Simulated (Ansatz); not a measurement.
Crystal: Si2Ni.

```
Ni Si
1.0
     0.00000    2.70300    2.70300
     2.70300    0.00000    2.70300
     2.70300    2.70300    0.00000
Ni Si
1 2
Cartesian
  0.0000 0.0000 0.0000
  4.0545 4.0545 4.0545
  1.3515 1.3515 1.3515
```

```yaml
Program: Ansatz 0.2.0
Task: relaxation of cell and atoms
Functional: PBEsol
Dispersion: D4
Potentials_or_basis: Ansatz PAW
Cutoff: "420 eV (not typed: the program's choice for these potentials)"
k_mesh: 9 × 9 × 9
Occupations: fermi-dirac, width 0.05 eV
Spin: collinear spin, ferromagnetic start
Starting_moments: "[1.0, 0.0, 0.0] μB"
```

At the start: volume 13.17 Å³/atom.

Q: Where does the relaxation end?

A: It ends after 5 steps and the volume is 12.84 Å³/atom (-2.4 %); space group Fm-3m (No. 225, to 0.05 Å); moment 0.00 μB per cell.

The path:
| step | energy change (eV) | largest force (eV/Å) | volume (Å³) |
| --- | --- | --- | --- |
| 1 | 0.0000 | 0.0000 | 39.50 |
| 2 | -0.0094 | 0.0000 | 38.97 |
| 3 | -0.0120 | 0.0000 | 38.51 |
| 4 | -0.0120 | 0.0000 | 38.53 |
| 5 | -0.0117 | 0.0000 | 38.53 |

Final structure:
```cif
data_structure
_symmetry_space_group_name_H-M 'P 1'
_symmetry_Int_Tables_number 1
_cell_length_a 3.7912
_cell_length_b 3.7912
_cell_length_c 3.7912
_cell_angle_alpha 60.000
_cell_angle_beta 60.000
_cell_angle_gamma 60.000
_cell_volume 38.53
loop_
_atom_site_label
_atom_site_type_symbol
_atom_site_fract_x
_atom_site_fract_y
_atom_site_fract_z
_atom_site_occupancy
Ni1 Ni 0.00000 0.00000 0.00000 1
Si1 Si 0.75000 0.75000 0.75000 1
Si2 Si 0.25000 0.25000 0.25000 1
```

Caveat: the plane-wave basis is chosen anew once the cell has moved, so the energies of steps on either side of that aren't comparable; the PAW data sets come from PBE, with cores solved anew for the run's functional, which leaves a small shift of forces and pressure; the starting moments weren't kept.
